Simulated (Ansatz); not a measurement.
# BeS (zincblende type): optics runs under varied settings

Which of these optics inputs for BeS (zincblende type) end well? Each is run as it stands.

Program: Ansatz 0.2.0. Level of theory: plane waves, PAW; the settings change from run to run, as each input shows. These are calculated values, not measurements.

### Step 1. The system as given

Symmetry: F-43m, No. 216, cubic system. The conventional cell has a = 4.869 Å, b = 4.869 Å, c = 4.869 Å, α = 90.00°, β = 90.00°, γ = 90.00°. Around Be (site symmetry -43m) lie 4 S at 2.11 Å. Around S (site symmetry -43m) lie 4 Be at 2.11 Å.

Coordinates:

```
CELL_PARAMETERS angstrom
0.00000 2.43431 2.43431
2.43431 0.00000 2.43431
2.43431 2.43431 0.00000
ATOMIC_POSITIONS crystal
Be 0.00000 0.00000 0.00000
S 0.25000 0.25000 0.25000
```

The cell was relaxed beforehand with r2SCAN; those runs aren't shown.

For scale, an earlier run with the standard settings (PBE, 8×8×8, gaussian width 0.1 eV, scissors 0 eV) gave ε∞ 5.70; tallest peak of ε₂: 26.3 at 6.95 eV.

### Step 2. Try 1

input.yaml

```yaml
crystal:
  lattice:
    - [0.0, 2.4343062304, 2.4343062304]
    - [2.4343062304, 0.0, 2.4343062304]
    - [2.4343062304, 2.4343062304, 0.0]
  atoms:
    - { symbol: Be, position: [0.0, 0.0, 0.0] }
    - { symbol: S, position: [0.25, 0.25, 0.25] }
kpoints:
  mp_grid: { grid: [6, 6, 6] }
hamiltonian:
  xc: pbe
scf:
  occupations: { method: fixed }
output:
  optics:
    e_range: [0.5, 15]
    de: 0.05
    sigma: 0.05
    scissors: 0.6
    scheme: fermi_dirac
    bands: scf
```

On the command line:

```sh
ansatz run input.yaml --threads 4 --pin off --max-ram 3686MiB --backend cpu --events-out ev --progress --plain --runs-dir out
```

Output:

```text
Warning: RAYON_NUM_THREADS=4 ignored (pool sized by the plan → 4); use --threads N
Engine: ansatz 0.2.0, aarch64-unknown-linux-gnu
Pseudopotentials: kind: paw
Pseudopotential: Be, paw, valence charge 2, recommended cutoff 420 eV (normal), Be.paw.azcp
Pseudopotential: S, paw, valence charge 6, recommended cutoff 420 eV (normal), S.paw.azcp
Functional definition: PBE
  parameter kappa = 0.804
  parameter beta = 0.06672455060314922
  exchange = pbe_x(kappa = kappa, mu = beta*pi^2/3)
  correlation = pbe_c(beta = beta)
Crystal: 2 atoms, lattice volume = 28.851 Å³
Basis set: ecut = 420 eV, 537 PW (Γ)
Bands: 8, of which v1, the nominal top of the filled ones, is band 4 counted from 1 (3 counted from 0)
Symmetry: 24 space group operations
Space group: F-43m (ITA 216), of the structure as read, at distance tolerance 3.1e-5 Å
k-points: 16 of 216 (time reversal used)
Non-local potential: Be, projectors of the file, l = 0: 2, l = 1: 2, l = 2: 1
Non-local potential: S, projectors of the file, l = 0: 2, l = 1: 2, l = 2: 2
PAW form: soft (Blöchl's): semilocal exchange-correlation on the pseudo side does not see the compensation charge
PAW one-centre angular grid: Be, 110 points (default); XC on 64 Gauss nodes
PAW one-centre angular grid: S, 110 points (default); XC on 64 Gauss nodes
Initial density: superposition of atomic densities (neutral atoms: chi_scale 0, normalization atom), corrected by the library's trained network
Initial wavefunctions: pseudopotential atomic-orbital guess
Functional: x = pbe(κ = 0.804, μ = 0.2195149727645171), c = pbe(β = 0.06672455060314922)
SCF iter   1: F=—  HF=-996.963019 eV  |F-HF|=—  |Δ(HF+E_count)|=         —  Δρ=6.71e-4  dr2=1.14e-4  ethr=1.77e-3  ⟨swp⟩=4.5  Hψ=922  notcnv=0  defer=23
preconditioner: auto → none  [insulator: Δε(μ)=3.134 eV  Ē_g=12.724 eV  n_scr=0 (ndim 8)  ℏωp=19.6 eV  f_vac=0.000  ε∞_Penn≈3.4]
SCF iter   2: F=—  HF=-996.962632 eV  |F-HF|=—  |Δ(HF+E_count)|=   3.86e-4  Δρ=4.17e-4  dr2=4.16e-5  ethr=1.42e-6  ⟨swp⟩=2.1  Hψ=352  notcnv=0  defer=28
SCF iter   3: F=—  HF=-996.962656 eV  |F-HF|=—  |Δ(HF+E_count)|=   2.43e-5  Δρ=1.56e-4  dr2=2.73e-6  ethr=5.20e-7  ⟨swp⟩=2.0  Hψ=184  notcnv=0  defer=22
SCF iter   4: F=—  HF=-996.962679 eV  |F-HF|=—  |Δ(HF+E_count)|=   2.30e-5  Δρ=6.21e-5  dr2=6.44e-7  ethr=3.42e-8  ⟨swp⟩=2.2  Hψ=175  notcnv=0  defer=2
SCF iter   5: F=—  HF=-996.962686 eV  |F-HF|=—  |Δ(HF+E_count)|=   6.09e-6  Δρ=2.07e-5  dr2=1.39e-7  ethr=8.05e-9  ⟨swp⟩=2.6  Hψ=195  notcnv=0
SCF iter   6: F=—  HF=-996.962686 eV  |F-HF|=—  |Δ(HF+E_count)|=   1.62e-7  Δρ=4.56e-6  dr2=7.53e-9  ethr=1.74e-9  ⟨swp⟩=2.8  Hψ=196  notcnv=0
SCF iter   7: F=—  HF=-996.962686 eV  |F-HF|=—  |Δ(HF+E_count)|=  5.09e-10  Δρ=6.37e-7  dr2=1.48e-10  ethr=9.42e-11  ⟨swp⟩=2.3  Hψ=192  notcnv=0
SCF iter   8: F=-996.962686 eV  HF=-996.962686 eV  |F-HF|=4.32e-12  |Δ(HF+E_count)|=  4.34e-11  Δρ=1.33e-7  dr2=6.46e-12  ethr=1.00e-12  ⟨swp⟩=3.1  Hψ=657  notcnv=0
SCF 1 converged in 8 iterations: F = -996.962686 eV  dr2 = 6.46e-12
Optics k sum: 0 of 16 k-points
[...]
NSCF: frozen V_eff on 1 k-points
NSCF: frozen V_eff on 1 k-points
SCF converged after 8 iterations
Free energy (F): -996.962686 eV
Harris-Foulkes:  -996.962686 eV  (|F-HF|=4.32e-12)
Internal energy: -996.962686 eV  (E = F + TS)
E sigma→0 (E₀):  -996.962686 eV
Fermi energy:    5.210221 eV
--- Per-component energies (eV) ---
  E_band       = 0.775158
  E_kinetic    = 128.016835
  E_local      = -116.958170  (includes V_loc(G=0)·N_el)
  E_nonlocal   = 32.735154
  E_hartree    = 36.033512
  E_xc         = -117.193029
  E_vxc        = -108.680305  (∫ρ·V_xc dr)
  E_paw        = -659.926620  (= ΣΔE_a)
  E_vpaw       = -6.405367  (= ΣTr[D̂ρ^β])
  E_aug_tail   = 0.000001  (compensation charges beyond the density's cutoff)
  E_ewald      = -299.670369
  E_smearing   = -0.000000  (= −TS)
  E_closure    = 0.000000  (closes the sum)
  Σ components = -996.962686   (vs F -996.962686, Δ=0.00e0)
--- Band table (eV; the first three rows and the last of 16) ---
  k-point 0: bands = ["-8.4048", "5.2102", "5.2102", "5.2102", "10.8655", "10.8655", "10.8655", "11.0003"]
  k-point 1: bands = ["-8.0991", "3.3425", "4.8899", "4.8899", "10.7594", "11.4210", "11.4210", "12.9868"]
  k-point 2: bands = ["-7.3383", "0.7051", "4.3940", "4.3940", "10.6777", "11.8438", "11.8438", "15.5271"]
  k-point 15: bands = ["-6.2550", "0.6647", "1.8420", "2.0708", "10.3533", "11.8470", "15.1584", "15.5819"]
```

It took 0.94 s on 4 threads of Arm Neoverse V2, shared host; peak memory 0.42 GiB.

From the head of optics.tsv:

```
# eps_inf(xx yy zz) = 5.147159 5.147159 5.147159
# eps_inf_bands = summed_by_request
# eps_inf_summed_bands(xx yy zz) = 5.147159 5.147159 5.147159
# eps2_relative_error = 0.0051
# eps_inf_relative_error = 0.0037
# f_sum_n_eff(xx yy zz) = 5.708568 5.708568 5.708568 of n_electrons = 8.000000
# n_bands = 8
# valid_up_to_ev = 5.890092
# least_direct_gap_ev = 5.655300e0 at k(fractional) = 0.000000 0.000000 0.000000, k_point = 0, channel = 0, bands = 3 4 (counted from 0)
```

The dielectric function from optics.tsv (isotropic), cut at 5.8 eV, above which the bands summed leave lines out:

```csv
E (eV),ε₂ xx,ε₁ xx
4.65,0.00,7.48
4.70,0.00,7.56
4.75,0.00,7.65
4.80,0.00,7.74
4.85,0.00,7.84
4.90,0.00,7.94
4.95,0.00,8.04
5.00,0.00,8.16
5.05,0.00,8.27
5.10,0.00,8.39
5.15,0.00,8.52
5.20,0.00,8.66
5.25,0.00,8.80
5.30,0.00,8.95
5.35,0.00,9.11
5.40,0.00,9.28
5.45,0.00,9.47
5.50,0.00,9.66
5.55,0.00,9.87
5.60,0.00,10.09
5.65,0.00,10.34
5.70,0.00,10.60
5.75,0.00,10.89
5.80,0.00,11.21
5.85,0.00,11.57
```

### Step 3. Try 2

Edit input.yaml of step 2 so:

```diff
@@ -11,3 +11,3 @@
 hamiltonian:
-  xc: pbe
+  xc: lda
 scf:
@@ -16,7 +16,8 @@
   optics:
-    e_range: [0.5, 15]
-    de: 0.05
-    sigma: 0.05
-    scissors: 0.6
-    scheme: fermi_dirac
-    bands: scf
+    e_range: [0.5, 30]
+    de: 0.1
+    sigma: 0.25
+    scissors: 1.0
+    scheme: gaussian
+    bands: { spectra_wanted_up_to: 30 }
+    kdotp_interpolation: "off"
```

On the command line:

```sh
ansatz run input.yaml --threads 4 --pin off --max-ram 3686MiB --backend cpu --events-out ev --progress --plain --runs-dir out
```

Output:

```text
Warning: RAYON_NUM_THREADS=4 ignored (pool sized by the plan → 4); use --threads N
[... 4 set-up lines as earlier in the session ...]
Functional definition: SPW92
  exchange = slater_x
  correlation = pw_c
Crystal: 2 atoms, lattice volume = 28.851 Å³
Basis set: ecut = 420 eV, 537 PW (Γ)
Bands: 8, of which v1, the nominal top of the filled ones, is band 4 counted from 1 (3 counted from 0)
[... 2 set-up lines as earlier in the session ...]
k-points: 16 of 216 (time reversal used)
[... 3 set-up lines as earlier in the session ...]
PAW frozen core: Be, regenerated for the run's functional, and the local potential with it (the file was generated under x = pbe(κ = 0.804, μ = 0.2195149727645171), c = pbe(β = 0.06672455060314922))
PAW frozen core: S, regenerated for the run's functional, and the local potential with it (the file was generated under x = pbe(κ = 0.804, μ = 0.2195149727645171), c = pbe(β = 0.06672455060314922))
[... 4 set-up lines as earlier in the session ...]
Functional: x = slater, c = lda
SCF iter   1: F=—  HF=-959.999788 eV  |F-HF|=—  |Δ(HF+E_count)|=         —  Δρ=4.44e-3  dr2=3.53e-3  ethr=1.77e-3  ⟨swp⟩=4.4  Hψ=923  notcnv=0  defer=22
preconditioner: auto → none  [insulator: Δε(μ)=2.895 eV  Ē_g=12.573 eV  n_scr=0 (ndim 8)  ℏωp=19.6 eV  f_vac=0.000  ε∞_Penn≈3.4]
SCF iter   2: F=—  HF=-959.998982 eV  |F-HF|=—  |Δ(HF+E_count)|=   8.06e-4  Δρ=2.12e-3  dr2=7.34e-4  ethr=4.42e-5  ⟨swp⟩=1.1  Hψ=257  notcnv=0  defer=22
SCF iter   3: F=—  HF=-959.998824 eV  |F-HF|=—  |Δ(HF+E_count)|=   1.58e-4  Δρ=2.71e-4  dr2=2.72e-5  ethr=9.17e-6  ⟨swp⟩=2.0  Hψ=164  notcnv=0  defer=28
SCF iter   4: F=—  HF=-959.998815 eV  |F-HF|=—  |Δ(HF+E_count)|=   9.81e-6  Δρ=5.96e-5  dr2=1.37e-6  ethr=3.40e-7  ⟨swp⟩=2.1  Hψ=179  notcnv=0  defer=1
SCF iter   5: F=—  HF=-959.998814 eV  |F-HF|=—  |Δ(HF+E_count)|=   1.43e-7  Δρ=1.55e-5  dr2=8.98e-8  ethr=1.71e-8  ⟨swp⟩=2.1  Hψ=181  notcnv=0
SCF iter   6: F=—  HF=-959.998814 eV  |F-HF|=—  |Δ(HF+E_count)|=   2.17e-8  Δρ=3.05e-6  dr2=2.47e-9  ethr=1.12e-9  ⟨swp⟩=2.3  Hψ=190  notcnv=0
SCF iter   7: F=—  HF=-959.998814 eV  |F-HF|=—  |Δ(HF+E_count)|=  5.10e-10  Δρ=1.41e-6  dr2=7.13e-10  ethr=3.08e-11  ⟨swp⟩=1.1  Hψ=129  notcnv=0
SCF iter   8: F=-959.998814 eV  HF=-959.998814 eV  |F-HF|=6.93e-12  |Δ(HF+E_count)|=  2.47e-10  Δρ=1.53e-7  dr2=8.95e-12  ethr=1.00e-12  ⟨swp⟩=2.3  Hψ=632  notcnv=0
SCF 1 converged in 8 iterations: F = -959.998814 eV  dr2 = 8.95e-12
NSCF: frozen V_eff on 16 k-points
NSCF: frozen V_eff on 1 k-points
NSCF: frozen V_eff on 1 k-points
SCF converged after 8 iterations
Free energy (F): -959.998814 eV
Harris-Foulkes:  -959.998814 eV  (|F-HF|=6.93e-12)
Internal energy: -959.998814 eV  (E = F + TS)
E sigma→0 (E₀):  -959.998814 eV
Fermi energy:    5.035487 eV
--- Per-component energies (eV) ---
  E_band       = -0.729421
  E_kinetic    = 128.273411
  E_local      = -118.226489  (includes V_loc(G=0)·N_el)
  E_nonlocal   = 33.880165
  E_hartree    = 35.711769
  E_xc         = -116.188212
  E_vxc        = -109.021546  (∫ρ·V_xc dr)
  E_paw        = -623.962576  (= ΣΔE_a)
  E_vpaw       = -7.058523  (= ΣTr[D̂ρ^β])
  E_aug_tail   = 0.000001  (compensation charges beyond the density's cutoff)
  E_ewald      = -299.670369
  E_core_change = 0.183485  (= ΣΔE_core)
  E_smearing   = -0.000000  (= −TS)
  E_closure    = -0.000000  (closes the sum)
  Σ components = -959.998814   (vs F -959.998814, Δ=0.00e0)
--- Band table (eV; the first three rows and the last of 16) ---
  k-point 0: bands = ["-8.5575", "5.0355", "5.0355", "5.0355", "10.5562", "10.5562", "10.5562", "10.5959"]
  k-point 1: bands = ["-8.2499", "3.1404", "4.7096", "4.7096", "10.4105", "11.1141", "11.1141", "12.6452"]
  k-point 2: bands = ["-7.4820", "0.4841", "4.2086", "4.2086", "10.3576", "11.5354", "11.5354", "15.1133"]
  k-point 15: bands = ["-6.3865", "0.4729", "1.6270", "1.8374", "9.9947", "11.5425", "14.8011", "15.2880"]
```

It took 0.95 s on 4 threads of Arm Neoverse V2, shared host; peak memory 0.26 GiB.

From the head of optics.tsv:

```
# eps_inf(xx yy zz) = 5.453837 5.453837 5.453837
# eps_inf_bands = all
# eps_inf_summed_bands(xx yy zz) = 5.446686 5.446686 5.446686
# eps_inf_completed(xx yy zz) = 5.453837 5.453837 5.453837
# eps_inf_relative_error = 0.0493
# f_sum_n_eff(xx yy zz) = 6.994996 6.994996 6.994996 of n_electrons = 8.000000
# n_bands = 24
# n_bands_set_by = photon_energy
# valid_up_to_ev = 37.491703
# least_direct_gap_ev = 5.520752e0 at k(fractional) = 0.000000 0.000000 0.000000, k_point = 0, channel = 0, bands = 3 4 (counted from 0)
```

The dielectric function from optics.tsv (isotropic), one row in 16 (narrow peaks fall between the rows):

```
E (eV)  ε₂ xx  ε₁ xx
  5.80   0.00  11.35
  7.40  27.30   9.56
  9.00   4.20   0.20
 10.60  10.55  -8.15
 12.20   1.55  -2.81
 13.80   1.64  -1.50
 15.40   1.02  -1.26
 17.00   0.34  -0.72
 18.60   0.32  -0.54
 20.20   0.28  -0.23
 21.80   0.38  -0.01
 23.40   0.09   0.11
 25.00   0.05   0.31
 26.60   0.08   0.36
 28.20   0.03   0.45
 29.80   0.04   0.53
```

Tallest peaks of ε₂: 11.8 at 6.70 eV, 27.4 at 7.50 eV, 13.1 at 10.40 eV.

### Step 4. Try 3

Edit input.yaml of step 3 so:

```diff
@@ -16,8 +16,11 @@
   optics:
-    e_range: [0.5, 30]
-    de: 0.1
-    sigma: 0.25
-    scissors: 1.0
-    scheme: gaussian
-    bands: { spectra_wanted_up_to: 30 }
-    kdotp_interpolation: "off"
+    e_range: [2, 6]
+    de: 0.05
+    sigma: 0.03
+    scissors: 0.3
+    scheme: fermi_dirac
+    bands: { spectra_wanted_up_to: 6 }
+  write_density: true
+  write_potential: true
+  elf: true
+  volumetric_format: npy
```

On the command line:

```sh
ansatz run input.yaml --threads 4 --pin off --max-ram 3686MiB --backend cpu --events-out ev --progress --plain --runs-dir out
```

Output:

```text
Warning: RAYON_NUM_THREADS=4 ignored (pool sized by the plan → 4); use --threads N
[... 7 set-up lines as earlier in the session ...]
Crystal: 2 atoms, lattice volume = 28.851 Å³
Basis set: ecut = 420 eV, 537 PW (Γ)
Bands: 8, of which v1, the nominal top of the filled ones, is band 4 counted from 1 (3 counted from 0)
[... 2 set-up lines as earlier in the session ...]
k-points: 16 of 216 (time reversal used)
[... 10 set-up lines as earlier in the session ...]
SCF iter   1: F=—  HF=-959.999788 eV  |F-HF|=—  |Δ(HF+E_count)|=         —  Δρ=4.44e-3  dr2=3.53e-3  ethr=1.77e-3  ⟨swp⟩=4.4  Hψ=923  notcnv=0  defer=22
preconditioner: auto → none  [insulator: Δε(μ)=2.895 eV  Ē_g=12.573 eV  n_scr=0 (ndim 8)  ℏωp=19.6 eV  f_vac=0.000  ε∞_Penn≈3.4]
SCF iter   2: F=—  HF=-959.998982 eV  |F-HF|=—  |Δ(HF+E_count)|=   8.06e-4  Δρ=2.12e-3  dr2=7.34e-4  ethr=4.42e-5  ⟨swp⟩=1.1  Hψ=257  notcnv=0  defer=22
SCF iter   3: F=—  HF=-959.998824 eV  |F-HF|=—  |Δ(HF+E_count)|=   1.58e-4  Δρ=2.71e-4  dr2=2.72e-5  ethr=9.17e-6  ⟨swp⟩=2.0  Hψ=164  notcnv=0  defer=28
SCF iter   4: F=—  HF=-959.998815 eV  |F-HF|=—  |Δ(HF+E_count)|=   9.81e-6  Δρ=5.96e-5  dr2=1.37e-6  ethr=3.40e-7  ⟨swp⟩=2.1  Hψ=179  notcnv=0  defer=1
SCF iter   5: F=—  HF=-959.998814 eV  |F-HF|=—  |Δ(HF+E_count)|=   1.43e-7  Δρ=1.55e-5  dr2=8.98e-8  ethr=1.71e-8  ⟨swp⟩=2.1  Hψ=181  notcnv=0
SCF iter   6: F=—  HF=-959.998814 eV  |F-HF|=—  |Δ(HF+E_count)|=   2.17e-8  Δρ=3.05e-6  dr2=2.47e-9  ethr=1.12e-9  ⟨swp⟩=2.3  Hψ=190  notcnv=0
SCF iter   7: F=—  HF=-959.998814 eV  |F-HF|=—  |Δ(HF+E_count)|=  5.10e-10  Δρ=1.41e-6  dr2=7.13e-10  ethr=3.08e-11  ⟨swp⟩=1.1  Hψ=129  notcnv=0
SCF iter   8: F=-959.998814 eV  HF=-959.998814 eV  |F-HF|=6.93e-12  |Δ(HF+E_count)|=  2.47e-10  Δρ=1.53e-7  dr2=8.95e-12  ethr=1.00e-12  ⟨swp⟩=2.3  Hψ=632  notcnv=0
SCF 1 converged in 8 iterations: F = -959.998814 eV  dr2 = 8.95e-12
NSCF: frozen V_eff on 16 k-points
Optics k sum: 0 of 16 k-points
[...]
NSCF: frozen V_eff on 1 k-points
NSCF: frozen V_eff on 1 k-points
output.optics: what the bands over the 9 summed would add to eps1, eps2 and the energy-loss function is held between a lower and an upper bound (8 Lanczos steps). eps1, eps2 and their loss function (loss_summed_bands) are given on every row as the summed bands alone make them. Along an axis, on a row where the two bounds hold the loss function to about 1 % of the greater of itself and 0.5 % of |1/eps|, its cell (loss_completed) is given, with the completed eps1 and eps2 that it is formed of (a cell that is left empty reads nan in the table and null in the record). The two bounds hold it so along every axis on all 81 rows up to 6.000 eV. The run works to bound the rows up to 6.000 eV and no higher ones: a peak of the loss function over that energy may be left empty with no warning. To have the run work for it, set output.optics.bands.spectra_wanted_up_to to a higher energy. perfect_screening_sum, loss_f_sum_n_eff and, beside carriers, perfect_screening_limit are those of loss_summed_bands: over the bounded function the two sums would run over rows that are not all bounded, and lack what the bands left out lay past the top of the energy grid. Bounded is said of the bands left out alone, which are those that the basis at basis.ecutwfc holds: it says nothing of that cutoff, of the k-point mesh, of what the sum inside its cells errs by (eps2_relative_error), of the factors of all_electron_strengths, nor of how far the SCF is converged. The bands left out are taken at the k-points, and what their mean over the points' cells stands off that by is in neither bound: the run's estimate of it, which the test of a row counts in, is 0.16 % of |eps| at the most among the values given; where the mean stood off by over 0.5 % the points' spread read 0.1 to 3 times that
SCF converged after 8 iterations
Free energy (F): -959.998814 eV
Harris-Foulkes:  -959.998814 eV  (|F-HF|=6.93e-12)
Internal energy: -959.998814 eV  (E = F + TS)
E sigma→0 (E₀):  -959.998814 eV
Fermi energy:    5.035487 eV
--- Per-component energies (eV) ---
  E_band       = -0.729421
  E_kinetic    = 128.273411
  E_local      = -118.226489  (includes V_loc(G=0)·N_el)
  E_nonlocal   = 33.880165
  E_hartree    = 35.711769
  E_xc         = -116.188212
  E_vxc        = -109.021546  (∫ρ·V_xc dr)
  E_paw        = -623.962576  (= ΣΔE_a)
  E_vpaw       = -7.058523  (= ΣTr[D̂ρ^β])
  E_aug_tail   = 0.000001  (compensation charges beyond the density's cutoff)
  E_ewald      = -299.670369
  E_core_change = 0.183485  (= ΣΔE_core)
  E_smearing   = -0.000000  (= −TS)
  E_closure    = -0.000000  (closes the sum)
  Σ components = -959.998814   (vs F -959.998814, Δ=0.00e0)
--- Band table (eV; the first three rows and the last of 16) ---
  k-point 0: bands = ["-8.5575", "5.0355", "5.0355", "5.0355", "10.5562", "10.5562", "10.5562", "10.5959"]
  k-point 1: bands = ["-8.2499", "3.1404", "4.7096", "4.7096", "10.4105", "11.1141", "11.1141", "12.6452"]
  k-point 2: bands = ["-7.4820", "0.4841", "4.2086", "4.2086", "10.3576", "11.5354", "11.5354", "15.1133"]
  k-point 15: bands = ["-6.3865", "0.4729", "1.6270", "1.8374", "9.9947", "11.5425", "14.8011", "15.2880"]
```

Run time: 1.4 s. Hardware: 4 threads of Arm Neoverse V2, shared host; peak memory 0.43 GiB.

optics.tsv begins:

```
# eps_inf(xx yy zz) = 5.704132 5.704132 5.704132
# eps_inf_bands = all
# eps_inf_summed_bands(xx yy zz) = 5.586906 5.586906 5.586906
# eps_inf_completed(xx yy zz) = 5.704132 5.704132 5.704132
# eps2_relative_error = 0.0053
# eps_inf_relative_error = 0.0068
# f_sum_n_eff(xx yy zz) = 6.103105 6.103105 6.103105 of n_electrons = 8.000000
# n_bands = 9
# n_bands_set_by = photon_energy
# valid_up_to_ev = 10.878672
# least_direct_gap_ev = 5.520752e0 at k(fractional) = 0.000000 0.000000 0.000000, k_point = 0, channel = 0, bands = 3 4 (counted from 0)
```

The dielectric function from optics.tsv (isotropic), one row in 2 (narrow peaks fall between the rows):

```csv
E (eV),ε₂ xx,ε₁ xx
4.80,0.00,9.19
4.90,0.00,9.51
5.00,0.00,9.87
5.10,0.00,10.29
5.20,0.00,10.77
5.30,0.00,11.34
5.40,0.00,12.03
5.50,0.00,12.93
5.60,0.03,14.22
5.70,0.73,16.36
5.80,2.88,17.59
5.90,4.83,18.32
6.00,6.88,18.50
```

### Step 5. Summary

| try | settings | ended | result | time |
| --- | --- | --- | --- | --- |
| 1 | PBE, 6×6×6, fermi-dirac width 0.05 eV, scissors 0.6 eV | converged | ε∞ 5.15; tallest peak of ε₂: not reached: the spectrum is complete only to 5.8 eV | 0.94 s |
| 2 | LDA, 6×6×6, gaussian width 0.25 eV, scissors 1 eV | converged | ε∞ 5.45; tallest peak of ε₂: 27.4 at 7.50 eV | 0.95 s |
| 3 | LDA, 6×6×6, fermi-dirac width 0.03 eV, scissors 0.3 eV | converged | ε∞ 5.70; tallest peak of ε₂: no peak (range ends at 6.0 eV) | 1.4 s |

3 converged. Among the runs without a faulty setting ε∞ spans 5.15 (PBE, scissors 0.6 eV) to 5.70 (LDA, scissors 0.3 eV); the bands summed and other settings may differ too, as the inputs show. These numbers test the settings; they aren't properties of the solid.
